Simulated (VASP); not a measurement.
# LiCl (R-3m) in VASP: density of states with PBEsol

Aim: the density of states of LiCl with PBEsol.

Everything below comes from runs of VASP 6.6.1. Logs are shortened: lines on timing, memory, paths and dates and some standing lists are left out, and cuts for length are marked.

**1. The structure**

Symmetry: R-3m, No. 166, trigonal system. The conventional cell has a = 3.273 Å, b = 3.273 Å, c = 25.174 Å, α = 90.00°, β = 90.00°, γ = 120.00°. Cl (site symmetry 3m) is surrounded by 3 Li at 2.44 Å. Li (site symmetry 3m) has 3 Cl at 2.44 Å as nearest neighbours.

The cell was built by a generator and needn't be a form met in nature.

**2. Density of states, PBEsol**

The input, POSCAR:

```
LiCl
1.0
    3.2733060000      0.0000000000      0.0000000000
   -1.6366530000      2.8347700000      0.0000000000
   -1.6366530000      0.9449230000      8.3913980000
Cl Li
2 2
Direct
    0.3914000000      0.6086000000      0.1742000000
    0.6086000000      0.3914000000      0.8258000000
    0.2137000000      0.7863000000      0.6411000000
    0.7863000000      0.2137000000      0.3589000000
```

The input, INCAR.step1:

```
PREC     = Accurate       # precision mode
ENCUT    = 520            # plane-wave cutoff, eV
EDIFF    = 1E-6           # SCF threshold, eV
ISMEAR   = 0              # smearing method
SIGMA    = 0.0263         # smearing width, eV
LREAL    = False          # projectors in reciprocal space
LASPH    = True           # aspherical terms in the spheres
NELM     = 100            # most SCF steps
ALGO     = Normal         # electronic algorithm
ISIF     = 2              # what is computed and relaxed
LWAVE    = False          # write WAVECAR
LCHARG   = True           # write CHGCAR
GGA      = PS             # functional
NBANDS   = 18             # bands
```

The input, KPOINTS.step1:

```
regular mesh
0
Gamma
  9 9 9
```

The input, INCAR.step2:

```
PREC     = Accurate       # precision mode
ENCUT    = 520            # plane-wave cutoff, eV
EDIFF    = 1E-6           # SCF threshold, eV
ISMEAR   = -5             # smearing method
SIGMA    = 0.0263         # smearing width, eV
LREAL    = False          # projectors in reciprocal space
LASPH    = True           # aspherical terms in the spheres
NELM     = 100            # most SCF steps
ALGO     = Normal         # electronic algorithm
ISIF     = 2              # what is computed and relaxed
LWAVE    = False          # write WAVECAR
LCHARG   = False          # write CHGCAR
GGA      = PS             # functional
LORBIT   = 11             # projections on sites
NBANDS   = 18             # bands
NEDOS    = 2001           # points of the DOS
ICHARG   = 11             # starting density
```

The input, KPOINTS.step2:

```
regular mesh
0
Gamma
  14 14 14
```

Potentials or basis: VASP PAW PBE potentials, release 64 (Cl, Li_sv).

Run with:

```bash
cat potpaw_PBE.64/Cl/POTCAR potpaw_PBE.64/Li_sv/POTCAR > POTCAR
cp INCAR.step1 INCAR
cp KPOINTS.step1 KPOINTS
mpirun -np 1 vasp_std > vasp.out
cp INCAR.step2 INCAR
cp KPOINTS.step2 KPOINTS
mpirun -np 1 vasp_std > vasp.out
```

OUTCAR:

```text
PREC = Accurate
   ENCUT = 520
   EDIFF = 1E-6
   ISMEAR = -5
   LREAL = False
   LASPH = True
   NELM = 100
   ISIF = 2
   GGA = PS
   LORBIT = 11
   ICHARG = 11

 ion  position               nearest neighbor table
   1  0.391  0.609  0.174-   4 2.44   4 2.44   4 2.44
   2  0.609  0.391  0.826-   3 2.44   3 2.44   3 2.44
   3  0.214  0.786  0.641-   2 2.44   2 2.44   2 2.44
   4  0.786  0.214  0.359-   1 2.44   1 2.44   1 2.44

  LATTYP: Found a trigonal (rhomboedric) cell.
 ALAT       =     8.6015743953
 COS(alpha) =     0.9275917204

  Lattice vectors:

 A1 = (   0.0000000000,  -1.8898470000,   8.3913980000)
 A2 = (   1.6366530000,   0.9449230000,   8.3913980000)
 A3 = (  -1.6366530000,   0.9449230000,   8.3913980000)

Analysis of symmetry for initial positions (statically):
=====================================================================
 Subroutine PRICEL returns:
 Original cell was already a primitive cell.

 Routine SETGRP: Setting up the symmetry group for a
 trigonal (rhombohedral) supercell.

 Subroutine GETGRP returns: Found 12 space group operations
 (whereof 12 operations were pure point group operations)
 out of a pool of 12 trial point group operations.

The static configuration has the point symmetry D_3d.

Analysis of symmetry for dynamics (positions and initial velocities):
=====================================================================
 Subroutine PRICEL returns:
 Original cell was already a primitive cell.

 Routine SETGRP: Setting up the symmetry group for a
 trigonal (rhombohedral) supercell.

 Subroutine GETGRP returns: Found 12 space group operations
 (whereof 12 operations were pure point group operations)
 out of a pool of 12 trial point group operations.

The dynamic configuration has the point symmetry D_3d.

 Subroutine INISYM returns: Found 12 space group operations
 (whereof 12 operations are pure point group operations),
 and found     1 'primitive' translations

----------------------------------------------------------------------------------------

                                     Primitive cell

  volume of cell :      77.8644

  direct lattice vectors                    reciprocal lattice vectors
     3.273306000  0.000000000  0.000000000     0.305501533  0.176381153  0.039723225
    -1.636653000  2.834770000  0.000000000     0.000000000  0.352762305 -0.039723204
    -1.636653000  0.944923000  8.391398000     0.000000000  0.000000000  0.119169654

  length of vectors
     3.273306000  3.273309334  8.601573863     0.354992158  0.354991798  0.119169654

  position of ions in fractional coordinates (direct lattice)
     0.391400000  0.608600000  0.174200000
     0.608600000  0.391400000  0.825800000
     0.213700000  0.786300000  0.641100000
     0.786300000  0.213700000  0.358900000

  ion indices of the primitive-cell ions
   primitive index   ion index
                 1           1
                 2           2
                 3           3
                 4           4

----------------------------------------------------------------------------------------

 KPOINTS: regular mesh

Automatic generation of k-mesh.
 Grid dimensions read from file:
 generate k-points for:   14   14   14

 Generating k-lattice:

  Cartesian coordinates                     Fractional coordinates (reciprocal lattice)
     0.021821538  0.012598654  0.002837373     0.071428571  0.000000000  0.000000000
     0.000000000  0.025197308 -0.002837372     0.000000000  0.071428571  0.000000000
     0.000000000  0.000000000  0.008512118     0.000000000  0.000000000  0.071428571

  Length of vectors
     0.025356583  0.025356557  0.008512118

  Shift w.r.t. Gamma in fractional coordinates (k-lattice)
     0.000000000  0.000000000  0.000000000

 TETIRR: Found   1372 inequivalent tetrahedra from    16464

 Subroutine IBZKPT returns following result:
 ===========================================

 Found    288 irreducible k-points:

 Following reciprocal coordinates:
            Coordinates               Weight
  0.000000  0.000000  0.000000      1.000000
  0.071429  0.000000  0.000000      6.000000
  0.142857 -0.000000  0.000000      6.000000
  0.214286  0.000000  0.000000      6.000000
  0.285714  0.000000  0.000000      6.000000
  0.357143  0.000000  0.000000      6.000000
[... 16 lines left out ...]
  0.214286  0.142857  0.000000     12.000000
  0.285714  0.142857  0.000000     12.000000
 [... further k-points ...]
   k-points           NKPTS =    288   k-points in BZ     NKDIM =    288   number of bands    NBANDS=     18
   number of dos      NEDOS =   2001   number of ions     NIONS =      4
   total plane-waves  NPLWV =  36864
   dimension x,y,z NGX =    24 NGY =   24 NGZ =   64
   dimension x,y,z NGXF=    48 NGYF=   48 NGZF=  128
   ions per type =               2   2
   NGX,Y,Z   is equivalent  to a cutoff of  12.19, 12.19, 12.37 a.u.
   NGXF,Y,Z  is equivalent  to a cutoff of  24.38, 24.38, 24.74 a.u.
 SYSTEM =  unknown system
   PREC   = accura    normal or accurate (medium, high low for compatibility)
   ISTART =      0    job   : 0-new  1-cont  2-samecut
   ICHARG =     11    charge: 1-file 2-atom 10-const
   ISPIN  =      1    spin polarized calculation?
   LNONCOLLINEAR =      F non collinear calculations
   LSORBIT =      F    spin-orbit coupling
   LASPH  =      T    aspherical Exc in radial PAW
   ENCUT  =  520.0 eV  38.22 Ry    6.18 a.u.   6.09  6.09 15.99*2*pi/ulx,y,z
   NELM   =    100;   NELMIN=  2; NELMDL=  0     # of ELM steps
   EDIFF  = 0.1E-05   stopping-criterion for ELM
   LREAL  =      F    real-space projection
   EDIFFG = 0.1E-04   stopping-criterion for IOM
   NSW    =      0    number of steps for IOM
   IBRION =     -1    ionic relax: 0-MD 1-quasi-New 2-CG
   NFREE  =      0    steps in history (QN), initial steepest desc. (CG)
   ISIF   =      2    stress and relaxation
   ISYM   =      2    0-nonsym 1-usesym 2-fastsym
   POTIM  = 0.5000    time-step for ionic-motion
   TEBEG  =    0.0;   TEEND  =   0.0 temperature during run
   PSTRESS=    0.0 pullay stress
   NELECT =      20.0000    total number of electrons
   NUPDOWN=      -1.0000    fix difference up-down
   EMIN   =  10.00;   EMAX   =-10.00  energy-range for DOS
   EFERMI =   0.00;   METHOD = LEGACY
   ISMEAR =    -5;   SIGMA  =   0.03  broadening in eV -4-tet -1-fermi 0-gaus
   EFERMI_NEDOS =   21; number of points for ismear=-14 and -15
   IALGO  =     38    algorithm
   IMIX   =      4    mixing-type and parameters
     AMIX     =   0.40;   BMIX     =  1.00
     AMIX_MAG =   1.60;   BMIX_MAG =  1.00
  volume/ion in A,a.u.               =      19.47       131.36
  Fermi-wavevector in a.u.,A,eV,Ry     =   1.040651  1.966546 14.734500  1.082955
  Thomas-Fermi vector in A             =   2.175237
   LORBIT       =     11    0 simple, 1 ext, 2 COOP (PROOUT), +10 PAW based schemes
   GGA     = PS    functional components
   LHFCALC =     F    Hartree Fock is set to
   AEXX    =    0.0000 exact exchange contribution
   IVDW    =     0    specifies the selected vdW correction
   LEPSILON=     F    determine dielectric tensor
   LRPA    =     F    only Hartree local field effects (RPA)
 non-spin polarized calculation
 Fermi weights with tetrahedron method with Bloechl corrections
  energy-cutoff  :      520.00
  volume of cell :       77.86
 maximum number of plane-waves:      2124

 number of electron      19.9999987 magnetization

 Free energy of the ion-electron system (eV)
  ---------------------------------------------------
  ext. energy  EPLUGINS =         0.00000000
  ---------------------------------------------------
  free energy    TOTEN  =       -11.56062200 eV

  energy without entropy =      -11.56062200  energy(sigma->0) =      -11.56062200

 E-fermi :   1.0667     XC(G=0):  -8.3667

 val. band max:        1.1237402448   @ k =   0.0000   0.0000   0.0000
 cond. band min:       1.0459161148   @ k =   0.2143   0.0000   0.0714
 fundamental gap:     -0.0778241299
 Fermi energy:         1.0667289286

 k-point     1 :       0.0000    0.0000    0.0000
  band No.  band energies     occupation
      1     -44.0107      2.00000
      2     -43.9993      2.00000
      3     -13.2301      2.00000
      4     -12.9182      2.00000
      5      -2.7967      2.00000
      6      -0.9818      2.00000
[... 10 lines left out ...]
     17      12.4886      0.00000
     18      12.5303      0.00000

 k-point     2 :       0.0714    0.0000    0.0000
  band No.  band energies     occupation
      1     -44.0103      2.00000
      2     -43.9991      2.00000
      3     -13.1914      2.00000
      4     -12.8842      2.00000
      5      -2.7450      2.00000
      6      -0.9741      2.00000
[... 10 lines left out ...]
     17      12.2620      0.00000
     18      12.6608      0.00000

 k-point     3 :       0.1429   -0.0000    0.0000
  band No.  band energies     occupation
      1     -44.0091      2.00000
      2     -43.9986      2.00000
      3     -13.0796      2.00000
      4     -12.7871      2.00000
      5      -2.5943      2.00000
      6      -0.9613      2.00000
[... 10 lines left out ...]
     17      11.9360      0.00000
     18      12.4330      0.00000

 k-point     4 :       0.2143    0.0000    0.0000
  band No.  band energies     occupation
      1     -44.0072      2.00000
      2     -43.9980      2.00000
      3     -12.9086      2.00000
      4     -12.6415      2.00000
      5      -2.3608      2.00000
      6      -1.0250      2.00000
[... 375 lines left out ...]
      4     -12.5626      2.00000
      5      -2.2352      2.00000
      6      -1.0959      2.00000
[... 10 lines left out ...]
     17      11.4530      0.00000
     18      12.1079      0.00000

 k-point    23 :       0.2143    0.1429    0.0000
  band No.  band energies     occupation
      1     -44.0041      2.00000
      2     -43.9972      2.00000
      3     -12.6227      2.00000
      4     -12.4080      2.00000
      5      -1.9696      2.00000
      6      -1.4852      2.00000
[... 10 lines left out ...]
     17      11.3799      0.00000
     18      11.8698      0.00000

 k-point    24 :       0.2857    0.1429    0.0000
  band No.  band energies     occupation
      1     -44.0022      2.00000
      2     -43.9969      2.00000
      3     -12.4327      2.00000
      4     -12.2657      2.00000
      5      -1.9691      2.00000
      6      -1.9288      2.00000
[... 10 lines left out ...]
     17      11.1782      0.00000
     18      11.5290      0.00000

 [... further k-points ...]

------------------------ aborting loop because EDIFF is reached ----------------------------------------

  FORCE on cell =-STRESS in cart. coord.  units (eV):
  Direction    XX          YY          ZZ          XY          YZ          ZX
  --------------------------------------------------------------------------------------
  -------------------------------------------------------------------------------------
  Total        2.4578523      2.4578590     -4.1942352      0.0000000      0.0000002      0.0000000
  in kB       50.5740364     50.5741737    -86.3027446      0.0000000      0.0000034      0.0000000
  external PRESSURE =       4.9484885 kB  Pullay stress =       0.0000000 kB

 VOLUME and BASIS-vectors are now :
 -----------------------------------------------------------------------------
  energy-cutoff  :      520.00
  volume of cell :       77.86
      direct lattice vectors                 reciprocal lattice vectors
     3.273306000  0.000000000  0.000000000     0.305501533  0.176381153  0.039723225
    -1.636653000  2.834770000  0.000000000     0.000000000  0.352762305 -0.039723204
    -1.636653000  0.944923000  8.391398000     0.000000000  0.000000000  0.119169654

 POSITION                                       TOTAL-FORCE (eV/Angst)
 -----------------------------------------------------------------------------------
     -0.00000      1.88985      1.46178        -0.000000     -0.000000      1.751764
      0.00000      1.88985      6.92962        -0.000000      0.000000     -1.751764
     -1.63665      2.83477      5.37973         0.000000     -0.000000      1.983275
      1.63665      0.94492      3.01167        -0.000000      0.000000     -1.983275
 -----------------------------------------------------------------------------------
    total drift:                               -0.000000      0.000000      0.000000

  FREE ENERGIE OF THE ION-ELECTRON SYSTEM (eV)
  ---------------------------------------------------
  free  energy   TOTEN  =       -11.5606219956 eV

  energy  without entropy=      -11.5606219956  energy(sigma->0) =      -11.56062200

 total charge

# of ion       s       p       d       tot
------------------------------------------
    1        1.601   3.445   0.000   5.046
    2        1.601   3.445   0.000   5.046
    3        2.017   0.052   0.000   2.069
    4        2.017   0.052   0.000   2.069
--------------------------------------------------
tot          7.236   6.995   0.000  14.230
```

It took 2.9 min on 1 thread of Intel Xeon Platinum 8559C (Emerald Rapids), shared host; peak memory 0.4 GiB.

Results:

```
Valence electrons inside the program's atomic spheres : Cl 5.05; Li 2.07
```

Levels at points of the mesh, in eV from the Fermi level:
```tsv
k point	band 7	band 8	band 9	band 10	band 11	band 12	band 13	band 14
(0.00, 0.00, 0.00)	-0.78	0.06	0.06	0.17	0.17	6.71	7.80	8.77
(0.50, 0.00, 0.00)	-2.20	-1.73	-0.85	-0.62	2.39	2.57	7.48	8.00
(0.50, 0.50, 0.00)	-2.01	-2.00	-0.86	-0.61	2.30	2.90	6.95	7.76
(0.00, 0.00, 0.50)	-0.06	0.05	0.05	0.17	0.17	5.74	8.38	9.14
```

States per cell in windows of 1 eV (zero at the Fermi level; states under -8 eV left out):
```
from (eV)  total  Cl1_p  Cl2_p  Li3_p  Li4_p  Li3_s  Li4_s
     -8.0   0.00   0.00   0.00   0.00   0.00   0.00   0.00
     -7.0   0.00   0.00   0.00   0.00   0.00   0.00   0.00
     -6.0   0.00   0.00   0.00   0.00   0.00   0.00   0.00
     -5.0   0.00   0.00   0.00   0.00   0.00   0.00   0.00
     -4.0   2.60   0.65   0.65   0.01   0.01   0.01   0.01
     -3.0   3.05   0.80   0.80   0.01   0.01   0.02   0.02
     -2.0   3.42   1.03   1.03   0.02   0.02   0.00   0.00
     -1.0   2.93   0.96   0.96   0.01   0.01   0.00   0.00
      0.0   0.84   0.15   0.15   0.02   0.02   0.01   0.01
      1.0   0.63   0.05   0.05   0.02   0.02   0.01   0.01
      2.0   0.54   0.02   0.02   0.02   0.02   0.01   0.01
      3.0   0.64   0.03   0.03   0.03   0.03   0.00   0.00
      4.0   0.57   0.02   0.02   0.03   0.03   0.00   0.00
      5.0   0.82   0.03   0.03   0.04   0.04   0.00   0.00
      6.0   0.85   0.03   0.03   0.03   0.03   0.01   0.01
      7.0   0.72   0.02   0.02   0.03   0.03   0.01   0.01
```

Caveat: the cutoff is under 1.25 times the usual one of these potentials, so pressure, stress and relaxed cells hold a basis-set (Pulay) error; the PAW data sets were made with another functional, which shifts forces and pressure a little; tetrahedron occupations give inexact forces and stress in metals.
